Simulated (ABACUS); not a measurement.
Te2Mo, a slab with vacuum:

```
Te Mo
1.0
     6.36161    0.00000    0.00000
     0.00000    3.48040    0.00000
    -0.08574    0.00000   36.17589
Te Mo
4 2
Direct
  0.42925 0.75000 0.54070
  0.57075 0.25000 0.45930
  0.92085 0.25000 0.55653
  0.07915 0.75000 0.44347
  0.18135 0.25000 0.49747
  0.81865 0.75000 0.50253
```

| Quantity | Value |
| --- | --- |
| Program | ABACUS 3.10.1 |
| Task | single point |
| Functional | PBE |
| Potentials or basis | PseudoDojo NC SR 0.4.1 PBE standard |
| Cutoff | 1129 eV |
| Density cutoff | 4517 eV |
| Basis | plane waves |
| k mesh | 4 × 8 × 1 |
| Occupations | fermi-dirac, width 0.05 eV |
| Spin | no spin polarisation |

On this cell: largest force 0.338 eV/Å; band gap on the k mesh none (metal or under the smearing width).

The same run follows on a disturbed copy (atoms moved at random, drawn with an rms of 0.05 Å):

```
Te Mo
1.0
     6.36161    0.00000    0.00000
     0.00000    3.48040    0.00000
    -0.08574    0.00000   36.17589
Te Mo
4 2
Direct
  0.43292 0.75103 0.54077
  0.57498 0.25758 0.45904
  0.91713 0.25191 0.55678
  0.07944 0.73734 0.44383
  0.18413 0.25975 0.49747
  0.81776 0.75067 0.50179
```

Question: What does the disturbed cell give?

Answer: The energy (extrapolated to zero smearing) moves by +6.1 meV/atom; largest force 0.796 eV/Å; band gap on the k mesh none (metal or under the smearing width).

Forces on the atoms (eV/Å):
```
Te  -0.100  0.036  0.053
Te  -0.279 -0.091 -0.221
Te   0.118  0.001 -0.059
Te   0.140  0.467 -0.629
Mo  -0.053 -0.486  0.270
Mo   0.174  0.074  0.587
```

Stress tensor (GPa, compression positive):
```
 0.20 -0.05  0.05
-0.05  0.05 -0.14
 0.05 -0.14  0.31
```
